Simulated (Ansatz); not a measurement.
## HgTe under strain: Field gradients at the nuclei

The cell is an entry of the Crystallography Open Database (COD), relaxed with PBE at fixed cell and then changed (z compressed by 2 %, ions relaxed).

```xyz
2
Lattice="0.0000 2.9215 2.8631 2.9215 0.0000 2.8631 2.9215 2.9215 0.0000" Properties=species:S:1:pos:R:3 pbc="T T T"
Hg    0.0000    0.0000    0.0000
Te    2.9215    2.9215    2.8631
```

Atom numbers follow the list; atoms alike are taken as one site, whose name carries the number of the first.

Level of theory: DFT, PBE, plane waves and PAW, scalar-relativistic, 420 eV cutoff, Γ-centred 14×14×14 k-points, Fermi–Dirac smearing 0.05 eV (Ansatz 0.2.0).

V_zz is the principal component of the electric field gradient with the largest magnitude, η = (V_xx − V_yy)/V_zz and C_Q = eQV_zz/h.

²⁰¹Hg: I = 3/2, Q = 387.0 mb. Q values from Pyykkö, Mol. Phys. 116, 1328 (2018).

| site | atoms (order as listed) | first shell | V_zz (10²¹ V/m²) | η | C_Q (MHz) |
| --- | --- | --- | --- | --- | --- |
| Hg | 1 | 6 Te at 2.86–2.92 Å | -2.42 | 0.00 | -22.6 |
| Te | 2 | 6 Hg at 2.86–2.92 Å | 4.06 | 0.00 | – |

An axis of threefold or higher order runs through Hg and Te, so V_zz lies along it and η is zero.

Te has no stable isotope with a ground-state quadrupole moment in the table, so no C_Q is given.

With no gap above 0.1 eV, as in a metal, the gradients converge slowly in k; expect changes of a tenth or more on a denser mesh. Spin–orbit coupling is left out, which shifts gradients on Hg by a few per cent in wide-gap crystals, and can shift them far more where the calculated gap is small or absent, as here. At this changed cell the PBE pressure is 13 GPa.

The relaxation (1 step) took 14 s of wall time (14 s of CPU time) and 0.59 GiB at its peak, on 1 thread of Intel Xeon Platinum 8375C CPU @ 2.90GHz (Ice Lake) (x86_64; 16 cores open to the job, memory cap 3.0 GiB, no GPU), a shared host with a load of 0.6 a core.
